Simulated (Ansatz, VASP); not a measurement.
# Au: VASP beside Ansatz

Contents of INCAR:

```
PREC = Accurate
ENCUT = 600
EDIFF = 1E-6
ISMEAR = -1
SIGMA = 0.15
LREAL = False
LASPH = True
NELM = 80
ALGO = Normal
ISIF = 3
LWAVE = False
LCHARG = False
GGA = PS
IBRION = 2
NSW = 80
EDIFFG = -0.001
```

KPOINTS

```
regular mesh
0
Gamma
  20 20 20
```

The input POSCAR:

```
Au
1.0
    0.0000000000      2.0418614857      2.0418614857
    2.0418614857      0.0000000000      2.0418614857
    2.0418614857      2.0418614857      0.0000000000
Au
1
Direct
    0.0000000000      0.0000000000      0.0000000000
```

Input for Ansatz:

```yaml
crystal:
  lattice:
    - [0.0, 2.0418614857, 2.0418614857]
    - [2.0418614857, 0.0, 2.0418614857]
    - [2.0418614857, 2.0418614857, 0.0]
  atoms:
    - { symbol: Au, position: [0.0, 0.0, 0.0] }
basis:
  ecutwfc: 420
kpoints:
  mp_grid: { grid: [20, 20, 20] }
hamiltonian:
  xc: pbesol
  pseudopotentials: { kind: paw }
scf:
  occupations: { method: fermi_dirac, width: 0.15 }
output:
  forces: true
  stress: true
  eigenvalues: true
relax:
  adjacent_minimum: "off"
  f_tol: 0.001
  max_steps: 60
  cell: { stress_tol: 0.01 }
```

Alike in both runs: task relaxation of cell and atoms; functional PBEsol; k mesh 20 × 20 × 20; occupations fermi-dirac, width 0.15 eV; no spin polarisation.

|  | VASP | Ansatz |
| --- | --- | --- |
| version | VASP 6.6.1 | Ansatz 0.2.0 |
| potentials or method | VASP PAW PBE potentials, release 64 (Au) | scalar-relativistic, plane waves, PAW |
| plane-wave cutoff (eV) | 600 | 420 |
| valence electrons in the cell | 11 | 19 |

|  | VASP | Ansatz | Ansatz less VASP |
| --- | --- | --- | --- |
| gap on the k mesh at the Fermi level, each at its own relaxed structure (eV) | none | none | - |
| relaxed volume (Å³/atom) | 17.00 | 17.02 | +0.019 |
| relaxed cell length with the largest relative difference (Å) | 2.886 | 2.887 | +0.0011 |

A gap of «none» marks a metal or a gap that the smearing closes. The two sets of potentials don't hold the same shells in valence.

Caveats: the PAW data sets were made with another functional, which shifts forces and pressure a little (VASP). Spin-orbit coupling is left out, which matters for the levels of Au.
